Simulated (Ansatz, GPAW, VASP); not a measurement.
## One calculation of Ge, 3 ways

```
Ge
1.0
     0.00000    2.82891    2.82891
     2.82891    0.00000    2.82891
     2.82891    2.82891    0.00000
Ge
2
Direct
  0.75000 0.75000 0.75000
  0.50000 0.50000 0.50000
```

Alike in all runs: task single point; functional PBE; k mesh 8 × 8 × 8; occupations gaussian, width 0.024 eV; no spin polarisation; no spin-orbit coupling. Pressure is positive in compression and, in plane waves, holds the error of the finite cutoff.

```csv
program and potentials,plane-wave cutoff (eV),notes,band gap (eV),pressure (GPa)
"Ansatz, all-electron LAPW, scalar-relativistic",-,-,0.04,3.58
"VASP, PBE PAW files Ge_d, 520 eV",520,14 valence electrons an atom on average,0.03,3.55
"GPAW, GPAW PAW data sets (gpaw-data 1.2.1)",600,4 valence electrons an atom on average,0.09,3.84
```

The band gap spans 0.03 (VASP, PBE PAW files Ge_d, 520 eV) to 0.09 eV (GPAW, GPAW PAW data sets (gpaw-data 1.2.1)), with all-electron results at 0.04. The pressure spans 3.55 (VASP, PBE PAW files Ge_d, 520 eV) to 3.84 GPa (GPAW, GPAW PAW data sets (gpaw-data 1.2.1)), with all-electron results at 3.58.

Differences between rows come from potentials, basis sets and numerical settings, since the functional is the same but for its coding. Runs on potential files found faulty are left out.

All three calculations put germanium on the verge of losing its gap, whereas the real crystal is a clear semiconductor. The likely cause is the semilocal functional, whose Kohn-Sham gap lacks the derivative discontinuity and places the antibonding, s-like conduction state at the zone centre too low against the p-like valence top.

The positive pressure fits PBE's usual underbinding: the cell is close to the measured one, and the functional would prefer a larger volume. Since expansion lowers the antibonding s state, relaxation would probably narrow the gap further or close it.

The 14-electron VASP result stays close to the all-electron values in both gap and pressure, while the 4-electron GPAW result lies higher in both, possibly because its 3d shell is frozen in the core. The agreement supports the numerical description of PBE germanium, not the gap itself. Spin-orbit splitting would raise the valence top by an amount comparable to these gaps, so whether PBE makes this crystal a semiconductor or a semimetal remains open.
